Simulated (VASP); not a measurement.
# AgCl (Chlorargyrite) (Fm-3m) in VASP: further runs

One crystal, AgCl (Chlorargyrite), is run at these levels: HSE06, HSE03, PBE0; tasks: band structure.

Everything below comes from runs of VASP 6.6.1. Logs are shortened: lines on timing, memory, paths and dates and some standing lists are left out, and cuts for length are marked.

**Experimental background.**

From a printed reference work, data compilation, for a bulk crystal of AgCl: band gap 3.249 eV (indirect).

The results are compared with them further down.

### 1 The structure

Symmetry: Fm-3m, No. 225, cubic system. Conventional cell: a = 5.470 Å, b = 5.470 Å, c = 5.470 Å, α = 90.00°, β = 90.00°, γ = 90.00°. Ag (site symmetry m-3m) has 6 Cl at 2.73 Å as nearest neighbours. Around Cl (site symmetry m-3m) lie 6 Ag at 2.73 Å.

### 2 Band structure, HSE06

The input, POSCAR:

```
AgCl
1.0
    0.0000000000      2.7350000000      2.7350000000
    2.7350000000      0.0000000000      2.7350000000
    2.7350000000      2.7350000000      0.0000000000
Ag Cl
1 1
Direct
    0.0000000000      0.0000000000      0.0000000000
    0.5000000000      0.5000000000      0.5000000000
```

The input, INCAR.step1:

```
SYSTEM = AgCl
PREC = Accurate
ENCUT = 520
EDIFF = 1E-5
ISMEAR = 0
SIGMA = 0.02
LREAL = .False.
LASPH = .True.
NELM = 60
ALGO = Normal
ISIF = 2
LWAVE = .True.
LCHARG = .False.
LMAXMIX = 4
NBANDS = 16
GGA = PE
KPAR = 4
```

The input, INCAR.step2:

```
SYSTEM = AgCl
PREC = Accurate
ENCUT = 520
EDIFF = 1E-7
ISMEAR = 0
SIGMA = 0.02
LREAL = .False.
LASPH = .True.
NELM = 60
ALGO = Normal
ISIF = 2
LWAVE = .False.
LCHARG = .False.
LMAXMIX = 4
GGA = PE
LHFCALC = .True.
HFSCREEN = 0.2
PRECFOCK = Fast
NBANDS = 16
ISTART = 1
KPAR = 4
```

The input, KPOINTS:

```
regular mesh
0
Gamma
  6 6 6
  0 0 0
```

The input, KPOINTS_OPT:

```
path GXWKGLUWLK,UX
8
line-mode
reciprocal
 0.0000000000  0.0000000000  0.0000000000  G
 0.5000000000  0.0000000000  0.5000000000  X

 0.5000000000  0.0000000000  0.5000000000  X
 0.5000000000  0.2500000000  0.7500000000  W

 0.5000000000  0.2500000000  0.7500000000  W
 0.3750000000  0.3750000000  0.7500000000  K

 0.3750000000  0.3750000000  0.7500000000  K
 0.0000000000  0.0000000000  0.0000000000  G

 0.0000000000  0.0000000000  0.0000000000  G
 0.5000000000  0.5000000000  0.5000000000  L

 0.5000000000  0.5000000000  0.5000000000  L
 0.6250000000  0.2500000000  0.6250000000  U

 0.6250000000  0.2500000000  0.6250000000  U
 0.5000000000  0.2500000000  0.7500000000  W

 0.5000000000  0.2500000000  0.7500000000  W
 0.5000000000  0.5000000000  0.5000000000  L

 0.5000000000  0.5000000000  0.5000000000  L
 0.3750000000  0.3750000000  0.7500000000  K

 0.6250000000  0.2500000000  0.6250000000  U
 0.5000000000  0.0000000000  0.5000000000  X
```

Potentials or basis: VASP PAW PBE potentials, release 64 (Ag, Cl).

Command:

```console
cat potpaw_PBE.64/Ag/POTCAR potpaw_PBE.64/Cl/POTCAR > POTCAR
cp INCAR.step1 INCAR
mpirun -np 4 vasp_std > vasp.out
cp INCAR.step2 INCAR
mpirun -np 4 vasp_std > vasp.out
```

OUTCAR:

```text
SYSTEM = AgCl
   PREC = Accurate
   ENCUT = 520
   EDIFF = 1E-7
   ISMEAR = 0
   LREAL = .False.
   LASPH = .True.
   NELM = 60
   ISIF = 2
   GGA = PE
   LHFCALC = .True.
   HFSCREEN = 0.2
   PRECFOCK = Fast
   ISTART = 1

 ion  position               nearest neighbor table
   1  0.000  0.000  0.000-   2 2.73   2 2.73   2 2.73   2 2.73   2 2.73   2 2.73
   2  0.500  0.500  0.500-   1 2.73   1 2.73   1 2.73   1 2.73   1 2.73   1 2.73

  LATTYP: Found a face centered cubic cell.
 ALAT       =     5.4700000000

  Lattice vectors:

 A1 = (   0.0000000000,   2.7350000000,   2.7350000000)
 A2 = (   2.7350000000,   0.0000000000,   2.7350000000)
 A3 = (   2.7350000000,   2.7350000000,   0.0000000000)

Analysis of symmetry for initial positions (statically):
=====================================================================
 Subroutine PRICEL returns:
 Original cell was already a primitive cell.

 Routine SETGRP: Setting up the symmetry group for a
 face centered cubic supercell.

 Subroutine GETGRP returns: Found 48 space group operations
 (whereof 48 operations were pure point group operations)
 out of a pool of 48 trial point group operations.

The static configuration has the point symmetry O_h .

Analysis of symmetry for dynamics (positions and initial velocities):
=====================================================================
 Subroutine PRICEL returns:
 Original cell was already a primitive cell.

 Routine SETGRP: Setting up the symmetry group for a
 face centered cubic supercell.

 Subroutine GETGRP returns: Found 48 space group operations
 (whereof 48 operations were pure point group operations)
 out of a pool of 48 trial point group operations.

The dynamic configuration has the point symmetry O_h .

 Subroutine INISYM returns: Found 48 space group operations
 (whereof 48 operations are pure point group operations),
 and found     1 'primitive' translations

----------------------------------------------------------------------------------------

                                     Primitive cell

  volume of cell :      40.9168

  direct lattice vectors                    reciprocal lattice vectors
     0.000000000  2.735000000  2.735000000    -0.182815356  0.182815356  0.182815356
     2.735000000  0.000000000  2.735000000     0.182815356 -0.182815356  0.182815356
     2.735000000  2.735000000  0.000000000     0.182815356  0.182815356 -0.182815356

  length of vectors
     3.867874093  3.867874093  3.867874093     0.316645486  0.316645486  0.316645486

  position of ions in fractional coordinates (direct lattice)
     0.000000000  0.000000000  0.000000000
     0.500000000  0.500000000  0.500000000

  ion indices of the primitive-cell ions
   primitive index   ion index
                 1           1
                 2           2

----------------------------------------------------------------------------------------

 KPOINTS: regular mesh

Automatic generation of k-mesh.
 Grid dimensions read from file:
 generate k-points for:    6    6    6

 Generating k-lattice:

  Cartesian coordinates                     Fractional coordinates (reciprocal lattice)
    -0.030469226  0.030469226  0.030469226     0.166666667  0.000000000  0.000000000
     0.030469226 -0.030469226  0.030469226     0.000000000  0.166666667  0.000000000
     0.030469226  0.030469226 -0.030469226     0.000000000  0.000000000  0.166666667

  Length of vectors
     0.052774248  0.052774248  0.052774248

  Shift w.r.t. Gamma in fractional coordinates (k-lattice)
     0.000000000  0.000000000  0.000000000

 Subroutine IBZKPT returns following result:
 ===========================================

 Found     16 irreducible k-points:

 Following reciprocal coordinates:
            Coordinates               Weight
  0.000000  0.000000  0.000000      1.000000
  0.166667  0.000000  0.000000      8.000000
  0.333333  0.000000  0.000000      8.000000
  0.500000  0.000000  0.000000      4.000000
  0.166667  0.166667  0.000000      6.000000
  0.333333  0.166667  0.000000     24.000000
[... 8 lines left out ...]
 -0.333333  0.333333  0.166667     24.000000
 -0.333333  0.500000  0.166667     12.000000
   k-points           NKPTS =     16   k-points in BZ     NKDIM =    216   number of bands    NBANDS=     16
   number of dos      NEDOS =    301   number of ions     NIONS =      2
   total plane-waves  NPLWV =  27000
   dimension x,y,z NGX =    30 NGY =   30 NGZ =   30
   dimension x,y,z NGXF=    60 NGYF=   60 NGZF=   60
   ions per type =               1   1
   NGX,Y,Z   is equivalent  to a cutoff of  12.89, 12.89, 12.89 a.u.
   NGXF,Y,Z  is equivalent  to a cutoff of  25.79, 25.79, 25.79 a.u.
 SYSTEM =  AgCl
   PREC   = accura    normal or accurate (medium, high low for compatibility)
   ISTART =      1    job   : 0-new  1-cont  2-samecut
   ICHARG =      0    charge: 1-file 2-atom 10-const
   ISPIN  =      1    spin polarized calculation?
[... 38 lines left out ...]
   HFSCREEN=    0.2000 screening length (either q_TF or 0.3 A-1)
   HFSCREENC=   0.2000 screening length for correlation (either q_TF or 0.3 A-1)
   ENCUTFOCK=  -1.0 apply spherical cutoff to Coloumb kernel
   IVDW    =     0    specifies the selected vdW correction
   LEPSILON=     F    determine dielectric tensor
   LRPA    =     F    only Hartree local field effects (RPA)
 non-spin polarized calculation
 Gauss-broadening in eV      SIGMA  =   0.02
  energy-cutoff  :      520.00
  volume of cell :       40.92
 maximum number of plane-waves:      1113
 NGX is ok and might be reduce to    30
  NGX = 18; NGY = 18; NGZ = 18

 number of electron      18.0000002 magnetization

 Free energy of the ion-electron system (eV)
  ---------------------------------------------------
  ext. energy  EPLUGINS =         0.00000000
  ---------------------------------------------------
  free energy    TOTEN  =        -6.63053069 eV

  energy without entropy =       -6.63053069  energy(sigma->0) =       -6.63053069

 E-fermi :   3.4505     XC(G=0):  -8.3710

 val. band max:        3.3235124290   @ k =   0.5000   0.0000   0.0000
 cond. band min:       5.7226958229   @ k =   0.0000   0.0000   0.0000
 fundamental gap:      2.3991833939
 Fermi energy:         3.4505032513

 k-point     1 :       0.0000    0.0000    0.0000
  band No.  band energies     occupation
      1     -13.2721      2.00000
      2       0.2971      2.00000
      3       0.2971      2.00000
      4       0.2971      2.00000
      5       0.2983      2.00000
      6       0.2983      2.00000
[... 8 lines left out ...]
     15      18.9361      0.00000
     16      18.9361      0.00000

 k-point     2 :       0.1667    0.0000    0.0000
  band No.  band energies     occupation
      1     -13.1475      2.00000
      2      -0.5328      2.00000
      3      -0.5233      2.00000
      4      -0.5233      2.00000
      5       0.3947      2.00000
      6       0.3947      2.00000
[... 8 lines left out ...]
     15      17.1228      0.00000
     16      17.8922      0.00000

 k-point     3 :       0.3333    0.0000    0.0000
  band No.  band energies     occupation
      1     -12.8806      2.00000
      2      -1.8885      2.00000
      3      -1.2335      2.00000
      4      -1.2335      2.00000
      5       0.5973      2.00000
      6       0.5973      2.00000
[... 8 lines left out ...]
     15      17.9521      0.00000
     16      17.9802      0.00000

 k-point     4 :       0.5000    0.0000    0.0000
  band No.  band energies     occupation
      1     -12.7367      2.00000
      2      -2.4573      2.00000
      3      -1.4848      2.00000
      4      -1.4848      2.00000
      5       0.7026      2.00000
      6       0.7026      2.00000
[... 8 lines left out ...]
     15      18.9007      0.00000
     16      18.9007      0.00000
[... 172 lines left out ...]
 k-point    14 :       0.5000    0.3333    0.1667
  band No.  band energies     occupation
      1     -12.7693      2.00000
      2      -1.8535      2.00000
      3      -1.2076      2.00000
      4      -0.7653      2.00000
      5       0.5369      2.00000
      6       0.7002      2.00000
[... 8 lines left out ...]
     15      19.8064      0.00000
     16      21.4901      0.00000

 k-point    15 :      -0.3333    0.3333    0.1667
  band No.  band energies     occupation
      1     -12.6957      2.00000
      2      -1.7283      2.00000
      3      -1.2309      2.00000
      4      -1.2281      2.00000
      5       0.6302      2.00000
      6       0.7239      2.00000
[... 8 lines left out ...]
     15      18.9123      0.00000
     16      20.5889      0.00000

 k-point    16 :      -0.3333    0.5000    0.1667
  band No.  band energies     occupation
      1     -12.6930      2.00000
      2      -1.2842      2.00000
      3      -1.2025      2.00000
      4      -0.8166      2.00000
      5       0.7275      2.00000
      6       0.8226      2.00000
[... 8 lines left out ...]
     15      19.6028      0.00000
     16      20.3988      0.00000

------------------------ aborting loop because EDIFF is reached ----------------------------------------

  FORCE on cell =-STRESS in cart. coord.  units (eV):
  Direction    XX          YY          ZZ          XY          YZ          ZX
  --------------------------------------------------------------------------------------
  -------------------------------------------------------------------------------------
  Total        0.8907764      0.8907764      0.8907764     -0.0000000     -0.0000000      0.0000000
  in kB       34.8800655     34.8800655     34.8800655     -0.0000000     -0.0000000      0.0000000
  external PRESSURE =      34.8800655 kB  Pullay stress =       0.0000000 kB

 VOLUME and BASIS-vectors are now :
 -----------------------------------------------------------------------------
  energy-cutoff  :      520.00
  volume of cell :       40.92
      direct lattice vectors                 reciprocal lattice vectors
     0.000000000  2.735000000  2.735000000    -0.182815356  0.182815356  0.182815356
     2.735000000  0.000000000  2.735000000     0.182815356 -0.182815356  0.182815356
     2.735000000  2.735000000  0.000000000     0.182815356  0.182815356 -0.182815356

 POSITION                                       TOTAL-FORCE (eV/Angst)
 -----------------------------------------------------------------------------------
      0.00000      0.00000      0.00000        -0.000000      0.000000     -0.000000
      2.73500      2.73500      2.73500         0.000000     -0.000000      0.000000
 -----------------------------------------------------------------------------------
    total drift:                               -0.000006     -0.000008     -0.000008

  FREE ENERGIE OF THE ION-ELECTRON SYSTEM (eV)
  ---------------------------------------------------
  free  energy   TOTEN  =        -6.6305306865 eV

  energy  without entropy=       -6.6305306865  energy(sigma->0) =       -6.63053069
```

It took 17 min on 4 MPI ranks of AMD EPYC 9R14 (Zen 4), shared host; peak memory 0.3 GiB.

Results:

```
Free energy             : -6.6305 eV
Pressure                : 3.5 GPa
Band gap on the k mesh  : 2.40 eV, indirect (least direct gap 4.83 eV)
Band gap along the path : 2.40 eV, indirect (least direct gap 4.68 eV)
```

Levels at the corners of the path, in eV from the valence-band top:
```
point  band 5  band 6  band 7  band 8  band 9  band 10  band 11  band 12  band 13  band 14
    Γ   -3.03   -3.03   -2.43   -2.43   -2.43     2.40    12.45    12.45    12.45    13.77
    X   -3.28   -2.82   -2.49   -2.49   -2.39     3.94     9.36    10.50    13.67    13.67
    X   -3.28   -2.82   -2.49   -2.49   -2.39     3.94     9.36    10.50    13.67    13.67
    W   -2.50   -2.49   -2.43   -2.43   -1.37     5.93     9.46     9.46     9.75    15.56
    W   -2.50   -2.49   -2.43   -2.43   -1.37     5.93     9.46     9.46     9.75    15.56
    K   -2.85   -2.55   -2.30   -2.03   -1.25     5.26     8.78     9.83    11.72    13.60
    K   -2.85   -2.55   -2.30   -2.03   -1.25     5.26     8.78     9.83    11.72    13.60
    Γ   -3.03   -3.03   -2.43   -2.43   -2.43     2.40    12.45    12.45    12.45    13.77
    Γ   -3.03   -3.03   -2.43   -2.43   -2.43     2.40    12.45    12.45    12.45    13.77
    L   -2.62   -2.62   -2.17    0.00    0.00     5.52     8.73     9.21     9.21    15.42
    L   -2.62   -2.62   -2.17    0.00    0.00     5.52     8.73     9.21     9.21    15.42
    U   -2.85   -2.55   -2.30   -2.03   -1.25     5.26     8.78     9.83    11.72    13.60
    U   -2.85   -2.55   -2.30   -2.03   -1.25     5.26     8.78     9.83    11.72    13.60
    W   -2.50   -2.49   -2.43   -2.43   -1.37     5.93     9.46     9.46     9.75    15.56
    W   -2.50   -2.49   -2.43   -2.43   -1.37     5.93     9.46     9.46     9.75    15.56
    L   -2.62   -2.62   -2.17    0.00    0.00     5.52     8.73     9.21     9.21    15.42
    L   -2.62   -2.62   -2.17    0.00    0.00     5.52     8.73     9.21     9.21    15.42
    K   -2.85   -2.55   -2.30   -2.03   -1.25     5.26     8.78     9.83    11.72    13.60
    U   -2.85   -2.55   -2.30   -2.03   -1.25     5.26     8.78     9.83    11.72    13.60
    X   -3.28   -2.82   -2.49   -2.49   -2.39     3.94     9.36    10.50    13.67    13.67
```

Caveat: the PAW data sets were made with another functional, which shifts forces and pressure a little.

(Part 1 of 2 ends here.)
